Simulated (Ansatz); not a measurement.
Space group Fm-3m (No. 225). a = 4.376 Å, b = 4.376 Å, c = 4.376 Å, α = 90.00°, β = 90.00°, γ = 90.00°
```json
{"atom": "Li", "site": "4a", "symmetry": "m-3m", "x": "0.0000", "y": "0.0000", "z": "0.0000"}
```

Equation of state of this Li structure (not necessarily the ground state), with shape and atoms relaxed at each volume where symmetry leaves them free. It has no gap at any of these volumes. The calculation used Ansatz, DFT r2SCAN, scalar-relativistic, plane waves, PAW.

Settings: cutoff 500 eV, Γ-centred mesh 16×16×16 on the computed 1-atom cell, Gaussian smearing of 0.10 eV; no spin polarisation.

| V (Å³/atom) | E − E(largest V) (meV/atom) | P (GPa) |
| --- | --- | --- |
| 18.441 | 7.29 | 2.06 |
| 19.069 | 0.47 | 1.44 |
| 19.698 | -4.07 | 0.89 |
| 20.327 | -6.62 | 0.42 |
| 20.955 | -7.42 | 0.00 |
| 21.584 | -6.68 | -0.36 |
| 22.213 | -4.60 | -0.69 |
| 23.051 | 0.00 | -1.06 |

Task: Fit a third-order Birch–Murnaghan equation to E(V).

Result: V0 = 20.95 Å³/atom, B0 = 13 GPa, B0' = 3.3.

This fcc form isn't the element's structure at ambient conditions.